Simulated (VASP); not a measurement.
# PtSe2 (Sudovikovite) (P-3m1) in VASP: optical spectrum with BLYP+D3

Aim: the optical spectrum of PtSe2 (Sudovikovite) with BLYP+D3.

Everything below comes from runs of VASP 6.6.1. Logs are shortened: lines on timing, memory, paths and dates and some standing lists are left out, and cuts for length are marked.

**1. Starting point**

Symmetry: P-3m1, No. 164, trigonal system. The conventional cell has a = 3.724 Å, b = 3.724 Å, c = 5.062 Å, α = 90.00°, β = 90.00°, γ = 120.00°. Pt (site symmetry -3m) has 6 Se at 2.49 Å as nearest neighbours. Se (site symmetry 3m) is surrounded by 3 Pt at 2.49 Å.

**2. Optical spectrum, BLYP+D3, collinear spin, ferromagnetic start**

INCAR reads:

```
AGGAC = 1.0
AGGAX = 1.0
ALDAC = 0.0
ALDAX = 1.0
ALGO = Normal
CSHIFT = 0.1
EDIFF = 1E-7
ENCUT = 520
GGA = B5
ISIF = 2
ISMEAR = 0
ISPIN = 2
IVDW = 11
LASPH = True
LCHARG = False
LMAXMIX = 4
LOPTICS = True
LORBIT = 11
LREAL = False
LWAVE = False
MAGMOM = 0.5 0 0
NBANDS = 43
NEDOS = 2000
NELECT = 21.9
NELM = 100
PREC = Accurate
SIGMA = 0.01
VDW_S6 = 1.0
VDW_S8 = 1.682
VDW_SR = 1.094
VDW_SR8 = 1.0
```

KPOINTS reads:

```
k-points
0
Gamma
  8 8 5
```

POSCAR reads:

```
PtSe2
1.0
    3.7240000000      0.0000000000      0.0000000000
   -1.8620000000      3.2250786037      0.0000000000
    0.0000000000      0.0000000000      5.0620000000
Pt Se
1 2
Cartesian
    0.0000000000      0.0000000000      0.0000000000
    1.8620000002      1.0750262011      3.7965000000
   -0.0000000002      2.1500524026      1.2655000000
```

Potentials or basis: VASP PAW PBE potentials, release 64 (Pt, Se).

On the command line:

```
$ cat potpaw_PBE.64/Pt/POTCAR potpaw_PBE.64/Se/POTCAR > POTCAR
$ mpirun -np 1 vasp_std > vasp.out
```

OUTCAR:

```text
EDIFF = 1E-7
   ENCUT = 520
   GGA = B5
   ISIF = 2
   ISMEAR = 0
   ISPIN = 2
   IVDW = 11
   LASPH = True
   LORBIT = 11
   LREAL = False
   NELECT = 21.9
   NELM = 100
   PREC = Accurate
 IVDW          = 11

 ion  position               nearest neighbor table
   1  0.000  0.000  0.000-   2 2.49   3 2.49   3 2.49   2 2.49   2 2.49   3 2.49
   2  0.667  0.333  0.750-   1 2.49   1 2.49   1 2.49
   3  0.333  0.667  0.250-   1 2.49   1 2.49   1 2.49

  LATTYP: Found a hexagonal cell.
 ALAT       =     3.7240000000
 C/A-ratio  =     1.3592910849

  Lattice vectors:

 A1 = (   3.7240000000,   0.0000000000,   0.0000000000)
 A2 = (  -1.8620000000,   3.2250786037,   0.0000000000)
 A3 = (   0.0000000000,   0.0000000000,   5.0620000000)

Analysis of symmetry for initial positions (statically):
=====================================================================
 Subroutine PRICEL returns:
 Original cell was already a primitive cell.

 Routine SETGRP: Setting up the symmetry group for a
 hexagonal supercell.

 Subroutine GETGRP returns: Found 12 space group operations
 (whereof 12 operations were pure point group operations)
 out of a pool of 24 trial point group operations.

The static configuration has the point symmetry D_3d.

Analysis of symmetry for dynamics (positions and initial velocities):
=====================================================================
 Subroutine PRICEL returns:
 Original cell was already a primitive cell.

 Routine SETGRP: Setting up the symmetry group for a
 hexagonal supercell.

 Subroutine GETGRP returns: Found 12 space group operations
 (whereof 12 operations were pure point group operations)
 out of a pool of 24 trial point group operations.

The dynamic configuration has the point symmetry D_3d.

Analysis of structural, dynamic, and magnetic symmetry:
=====================================================================
 Subroutine PRICEL returns:
 Original cell was already a primitive cell.

 Routine SETGRP: Setting up the symmetry group for a
 hexagonal supercell.

 Subroutine GETGRP returns: Found 12 space group operations
 (whereof 12 operations were pure point group operations)
 out of a pool of 24 trial point group operations.

The overall configuration has the point symmetry D_3d.

 Subroutine INISYM returns: Found 12 space group operations
 (whereof 12 operations are pure point group operations),
 and found     1 'primitive' translations

----------------------------------------------------------------------------------------

                                     Primitive cell

  volume of cell :      60.7956

  direct lattice vectors                    reciprocal lattice vectors
     3.724000000  0.000000000  0.000000000     0.268528464  0.155034981  0.000000000
    -1.862000000  3.225078604  0.000000000     0.000000000  0.310069962  0.000000000
     0.000000000  0.000000000  5.062000000     0.000000000  0.000000000  0.197550375

  length of vectors
     3.724000000  3.724000000  5.062000000     0.310069962  0.310069962  0.197550375

  position of ions in fractional coordinates (direct lattice)
     0.000000000  0.000000000  0.000000000
     0.666666667  0.333333333  0.750000000
     0.333333333  0.666666667  0.250000000

  ion indices of the primitive-cell ions
   primitive index   ion index
                 1           1
[... 123 lines left out ...]
  energy without entropy =      -12.48058581  energy(sigma->0) =      -12.48063870

 E-fermi :   6.6890     XC(G=0):  -9.9882

 val. band max:        6.6889651366   @ k =   0.0000   0.2500   0.2000
 cond. band min:       6.6889694589   @ k =   0.0000   0.2500   0.2000
 fundamental gap:      0.0000043223
 Fermi energy:         6.6889672979

 spin component 1

 k-point     1 :       0.0000    0.0000    0.0000
  band No.  band energies     occupation
      1      -8.7137      1.00000
      2      -5.9670      1.00000
      3      -0.1426      1.00000
      4       0.5064      1.00000
      5       0.5064      1.00000
      6       2.9567      1.00000
[... 589 lines left out ...]
     21      20.5896      0.00000
     22      21.3277      0.00000

 [... further k-points ...]

 spin component 2

 k-point     1 :       0.0000    0.0000    0.0000
  band No.  band energies     occupation
      1      -8.7137      1.00000
      2      -5.9670      1.00000
      3      -0.1426      1.00000
      4       0.5064      1.00000
      5       0.5064      1.00000
      6       2.9567      1.00000
[... 589 lines left out ...]
     21      20.5896      0.00000
     22      21.3277      0.00000

 [... further k-points ...]

 [bands above 22 left out]

------------------------ aborting loop because EDIFF is reached ----------------------------------------

 Edisp (eV)   -2.21583

 E8    (eV) :    -1.5770

  FORCE on cell =-STRESS in cart. coord.  units (eV):
  Direction    XX          YY          ZZ          XY          YZ          ZX
  --------------------------------------------------------------------------------------
  -------------------------------------------------------------------------------------
  Total       3.03054     3.03054     0.58674     0.00000    -0.00000     0.00000
  in kB      79.86548    79.86548    15.46272     0.00000    -0.00000     0.00000
  external pressure =       58.40 kB  Pullay stress =        0.00 kB

 VOLUME and BASIS-vectors are now :
 -----------------------------------------------------------------------------
  energy-cutoff  :      520.00
  volume of cell :       60.80
      direct lattice vectors                 reciprocal lattice vectors
     3.724000000  0.000000000  0.000000000     0.268528464  0.155034981  0.000000000
    -1.862000000  3.225078604  0.000000000     0.000000000  0.310069962  0.000000000
     0.000000000  0.000000000  5.062000000     0.000000000  0.000000000  0.197550375

 POSITION                                       TOTAL-FORCE (eV/Angst)
 -----------------------------------------------------------------------------------
      0.00000      0.00000      0.00000        -0.000000      0.000000      0.000000
      1.86200      1.07503      3.79650        -0.000000      0.000000     -1.196625
     -0.00000      2.15005      1.26550         0.000000     -0.000000      1.196625
 -----------------------------------------------------------------------------------
    total drift:                               -0.000000     -0.000000      0.000000

  FREE ENERGIE OF THE ION-ELECTRON SYSTEM (eV)
  ---------------------------------------------------
  free  energy   TOTEN  =       -14.6965250716 eV

  energy  without entropy=      -14.6964192861  energy(sigma->0) =      -14.69647218

 electrical conductivity sigma (Mega S m-1) (frequency dependency in vasprun.xml)
  --------------------------------------------------------------------------------------
       0.099       0.000       0.000
       0.000       0.099       0.000
       0.000       0.000       0.111

  frequency dependent IMAGINARY DIELECTRIC FUNCTION (independent particle, no local field effects) density-density
     E(ev)      X         Y         Z        XY        YZ        ZX
  --------------------------------------------------------------------------------------------------------------
     0.00000     0.00000     0.00000     0.00000     0.00000     0.00000     0.00000
     0.56976     4.04585     4.04585     6.80898     0.00000     0.00000    -0.00000
     1.13953    31.85169    31.85169    22.37885     0.00000    -0.00000    -0.00000
     1.70929    33.24125    33.24125    16.41847    -0.00000     0.00000    -0.00000
     2.27905    36.34952    36.34952    20.09379    -0.00000     0.00000     0.00000
     2.84882    25.48141    25.48141    21.83095     0.00000     0.00000    -0.00000
[... 92 lines left out ...]
    55.83682     0.00068     0.00068     0.00069    -0.00000     0.00000     0.00000
    56.40658     0.00066     0.00066     0.00066    -0.00000     0.00000     0.00000

  frequency dependent      REAL DIELECTRIC FUNCTION (independent particle, no local field effects) density-density
     E(ev)        X           Y           Z          XY          YZ          ZX
  --------------------------------------------------------------------------------------------------------------
     0.00000    31.90708    31.90708    25.50117    -0.00000     0.00000    -0.00000
     0.56976    36.74513    36.74513    28.33952     0.00000     0.00000    -0.00000
     1.13953    35.91619    35.91619    24.96932    -0.00000    -0.00000     0.00000
     1.70929    13.73501    13.73501    12.47134    -0.00000     0.00000     0.00000
     2.27905    -2.31299    -2.31299     4.61147     0.00000    -0.00000    -0.00000
     2.84882    -1.70039    -1.70039     3.17919     0.00000    -0.00000     0.00000
[... 92 lines left out ...]
    55.83682     0.83044     0.83044     0.82945     0.00000    -0.00000     0.00000
    56.40658     0.83425     0.83425     0.83331     0.00000    -0.00000     0.00000

  frequency dependent IMAGINARY DIELECTRIC FUNCTION (independent particle, no local field effects) current-current
     E(ev)      X         Y         Z        XY        YZ        ZX
  --------------------------------------------------------------------------------------------------------------
     0.00000   216.01085   216.01085   170.96895     0.00000    -0.00000     0.00000
     0.56976    16.45288    16.45288    16.16753     0.00000     0.00000    -0.00000
     1.13953    37.68017    37.68017    26.37131    -0.00000    -0.00000     0.00000
     1.70929    34.60411    34.60411    17.70023     0.00000    -0.00000    -0.00000
     2.27905    35.94965    35.94965    20.34615     0.00000    -0.00000    -0.00000
     2.84882    25.27480    25.27480    21.97258    -0.00000    -0.00000     0.00000
[... 92 lines left out ...]
    55.83682     0.00007     0.00007     0.00008    -0.00000    -0.00000     0.00000
    56.40658     0.00007     0.00007     0.00007    -0.00000    -0.00000     0.00000

  frequency dependent      REAL DIELECTRIC FUNCTION (independent particle, no local field effects) current-current
     E(ev)        X           Y           Z          XY          YZ          ZX
  --------------------------------------------------------------------------------------------------------------
     0.00000    31.17995    31.17995    24.72136     0.00000    -0.00000     0.00000
     0.56976    35.14652    35.14652    25.81050     0.00000    -0.00000    -0.00000
     1.13953    30.28224    30.28224    21.01868     0.00000    -0.00000     0.00000
     1.70929     9.89183     9.89183    10.58771    -0.00000    -0.00000     0.00000
     2.27905    -5.43318    -5.43318     2.90975    -0.00000     0.00000     0.00000
     2.84882    -3.44368    -3.44368     1.67559    -0.00000    -0.00000     0.00000
[... 92 lines left out ...]
    55.83682     0.83055     0.83055     0.82953     0.00000     0.00000    -0.00000
    56.40658     0.83436     0.83436     0.83339     0.00000     0.00000    -0.00000

 total charge

# of ion       s       p       d       tot
------------------------------------------
    1        0.692   0.704   8.053   9.449
    2        1.496   2.257   0.068   3.822
    3        1.496   2.257   0.068   3.822
--------------------------------------------------
tot          3.685   5.218   8.190  17.092

 magnetization (x)

# of ion       s       p       d       tot
------------------------------------------
    1        0.000   0.000   0.000   0.000
    2       -0.000  -0.000  -0.000  -0.000
    3       -0.000  -0.000  -0.000  -0.000
--------------------------------------------------
tot         -0.000  -0.000   0.000  -0.000
```

It took 7.3 min on 1 thread of AMD EPYC, shared host; peak memory 0.37 GiB.

The run converged, but some of its settings lie outside the range that counts as converged (typed here: NELECT = 21.9), so its numbers aren't taken as properties of the crystal.

What came out:

```yaml
Free_energy: -14.6965 eV
Largest_force: 1.197 eV/Å
Band_gap_on_the_k_mesh: none (metal or under the smearing width)
Net_moment: 0.00 μB per cell
Valence_electrons_inside_the_program's_atomic_spheres: Pt 9.45; Se 3.82
Dispersion_energy_per_atom: -0.739 eV
```

Caveat: the cell is charged against a uniform background, so pressure and absolute levels hang on convention; spectra need much finer meshes, so this one isn't converged; these spectra lack excitons; the intraband (Drude) part of a metal's response may be missing; the PAW data sets were made with another functional, which shifts forces and pressure a little; pairwise dispersion overbinds metals, which lowers pressure and volume.
